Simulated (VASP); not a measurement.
# ZnO, equation of state: which settings are enough?

ZnO, P6_3mc (no. 186), 4 atoms in the cell. RevPBE; PAW potentials Zn_sv_GW, O_GW (PBE set). VASP 6.6.1.

Wanted: equilibrium volume within 0.125 %; bulk modulus within 1 %.

What the run is for: choice of potentials; Accuracy asked: tight; Volumes (times the given one): 0.91, 0.94, 0.97, 1, 1.03, 1.06, 1.09.

## Potentials and cutoff

| Potentials and cutoff | Equilibrium volume (Å³/atom) | Bulk modulus (GPa) | Time (s) |
|---|---|---|---|
| Zn_sv_GW O_GW, ENCUT 660 | 12.67 | 118.9 | 589 |
| Zn O_h, ENCUT 1220 | 12.74 | 119.1 | 771 |
| Zn O, ENCUT 640 | 12.74 | 119.3 | 296 |
| Zn_GW O_GW, ENCUT 660 | 12.65 | 119.4 | 346 |

Chosen: Zn_sv_GW O_GW, ENCUT 660; no other choice that stays within the tolerance saves 30 % of the time.

The chosen settings are those of the reference run.

## The input

INCAR:
```
SYSTEM = ZnO
GGA = RE ; ISMEAR = 0
SIGMA = 0.03 ; LWAVE = .FALSE.
LCHARG = .FALSE. ; ISIF = 2
NSW = 0 ; ENCUT = 660
PREC = Accurate ; LASPH = .TRUE.
LREAL = .FALSE. ; ALGO = Normal
EDIFF = 1E-7 ; NELM = 120
GGA_COMPAT = .FALSE. ; EFERMI = MIDGAP
```

KPOINTS:
```
k-points
0
Gamma
  8 8 5
```

POSCAR.step1:
```
ZnO
1.0
    3.1487487681      0.0000000000      0.0000000000
   -1.5743743840      2.7268964233      0.0000000000
    0.0000000000      0.0000000000      5.0446032819
Zn O
2 2
Direct
    0.6666666667      0.3333333333      0.0000000000
    0.3333333333      0.6666666667      0.5000000000
    0.3333333333      0.6666666667      0.8790100000
    0.6666666667      0.3333333333      0.3790100000
```

POSCAR.step2:
```
ZnO
1.0
    3.1829769797      0.0000000000      0.0000000000
   -1.5914884899      2.7565389241      0.0000000000
    0.0000000000      0.0000000000      5.0994402224
Zn O
2 2
Direct
    0.6666666667      0.3333333333      0.0000000000
    0.3333333333      0.6666666667      0.5000000000
    0.3333333333      0.6666666667      0.8790100000
    0.6666666667      0.3333333333      0.3790100000
```

POSCAR.step3:
```
ZnO
1.0
    3.2164844629      0.0000000000      0.0000000000
   -1.6082422315      2.7855572558      0.0000000000
    0.0000000000      0.0000000000      5.1531224855
Zn O
2 2
Direct
    0.6666666667      0.3333333333      0.0000000000
    0.3333333333      0.6666666667      0.5000000000
    0.3333333333      0.6666666667      0.8790100000
    0.6666666667      0.3333333333      0.3790100000
```

POSCAR.step4:
```
ZnO
1.0
    3.2493080000      0.0000000000      0.0000000000
   -1.6246540000      2.8139832727      0.0000000000
    0.0000000000      0.0000000000      5.2057090000
Zn O
2 2
Direct
    0.6666666667      0.3333333333      0.0000000000
    0.3333333333      0.6666666667      0.5000000000
    0.3333333333      0.6666666667      0.8790100000
    0.6666666667      0.3333333333      0.3790100000
```

POSCAR.step5:
```
ZnO
1.0
    3.2814814587      0.0000000000      0.0000000000
   -1.6407407294      2.8418463053      0.0000000000
    0.0000000000      0.0000000000      5.2572540255
Zn O
2 2
Direct
    0.6666666667      0.3333333333      0.0000000000
    0.3333333333      0.6666666667      0.5000000000
    0.3333333333      0.6666666667      0.8790100000
    0.6666666667      0.3333333333      0.3790100000
```

POSCAR.step6:
```
ZnO
1.0
    3.3130361008      0.0000000000      0.0000000000
   -1.6565180504      2.8691734269      0.0000000000
    0.0000000000      0.0000000000      5.3078076462
Zn O
2 2
Direct
    0.6666666667      0.3333333333      0.0000000000
    0.3333333333      0.6666666667      0.5000000000
    0.3333333333      0.6666666667      0.8790100000
    0.6666666667      0.3333333333      0.3790100000
```

POSCAR.step7:
```
ZnO
1.0
    3.3440008498      0.0000000000      0.0000000000
   -1.6720004249      2.8959896862      0.0000000000
    0.0000000000      0.0000000000      5.3574162005
Zn O
2 2
Direct
    0.6666666667      0.3333333333      0.0000000000
    0.3333333333      0.6666666667      0.5000000000
    0.3333333333      0.6666666667      0.8790100000
    0.6666666667      0.3333333333      0.3790100000
```

Commands (each step's output is kept before the next begins):
```
cat potpaw_PBE.64/Zn_sv_GW/POTCAR potpaw_PBE.64/O_GW/POTCAR > POTCAR
cp POSCAR.step1 POSCAR
mpirun -np 1 vasp_std > vasp.out
cp POSCAR.step2 POSCAR
mpirun -np 1 vasp_std > vasp.out
cp POSCAR.step3 POSCAR
mpirun -np 1 vasp_std > vasp.out
cp POSCAR.step4 POSCAR
mpirun -np 1 vasp_std > vasp.out
cp POSCAR.step5 POSCAR
mpirun -np 1 vasp_std > vasp.out
cp POSCAR.step6 POSCAR
mpirun -np 1 vasp_std > vasp.out
cp POSCAR.step7 POSCAR
mpirun -np 1 vasp_std > vasp.out
```

Limits: Total energies under different potentials can't be compared; the cell and the gap can; every volume keeps the cell's shape and the atoms' fractional positions, so the modulus is that of a clamped cell, stiffer than the relaxed one, above all in layered crystals.

The chosen input took VASP 6.6.1 589 s on 1 core (Intel Xeon Platinum 8259CL @ 2.50GHz (Skylake/Cascade Lake)), a shared host.
